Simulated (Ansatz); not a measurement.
PbS (Galena): band structure with PBEsol

The system is PbS (Galena).

```
CELL_PARAMETERS angstrom
0.00000 2.96575 2.96575
2.96575 0.00000 2.96575
2.96575 2.96575 0.00000
ATOMIC_POSITIONS crystal
Pb 0.00000 0.00000 0.00000
S 0.50000 0.50000 0.50000
```

| Item | Value |
| --- | --- |
| Program | Ansatz 0.2.0 |
| Task | band structure |
| Functional | PBEsol |
| Potentials or basis | all-electron LAPW, inner shells corrected to Dirac's equation |
| Cutoff | 178 eV (chosen from the basis error) |
| Basis error allowed | 0.001 eV/atom |
| k mesh | 8 × 8 × 8 |
| Occupations | fermi-dirac, width 0.05 eV |
| Spin | no spin polarisation |

- Pressure: -0.8 GPa
- Band gap on the k mesh: 0.25 eV, direct
- Band gap along the path: 0.25 eV, direct

Levels at the corners of the path, in eV from the valence-band top:
```tsv
point	band 21	band 22	band 23	band 24	band 25	band 26	band 27	band 28	band 29	band 30
Γ	-13.61	-6.05	-2.18	-2.18	-2.18	5.16	5.16	5.16	6.60	6.60
X	-11.91	-7.23	-5.26	-3.47	-3.47	3.70	5.51	5.64	5.64	11.01
W	-11.86	-7.98	-4.48	-4.48	-1.03	2.11	4.58	4.58	8.06	8.06
K	-11.91	-8.02	-4.84	-2.97	-2.52	3.25	4.08	4.98	6.10	10.10
Γ	-13.61	-6.05	-2.18	-2.18	-2.18	5.16	5.16	5.16	6.60	6.60
L	-12.35	-8.89	-1.78	-1.78	0.00	0.25	1.88	1.88	8.48	9.97
U	-11.91	-8.02	-4.84	-2.97	-2.52	3.25	4.08	4.98	6.10	10.10
W	-11.86	-7.98	-4.48	-4.48	-1.03	2.11	4.58	4.58	8.06	8.06
```

It took 13 s on 1 thread of Arm Neoverse V1 (shared host), peak memory 0.28 GiB.

Caveat: spin-orbit coupling is left out, which as a rule narrows the gap of such compounds by several tenths of an eV.
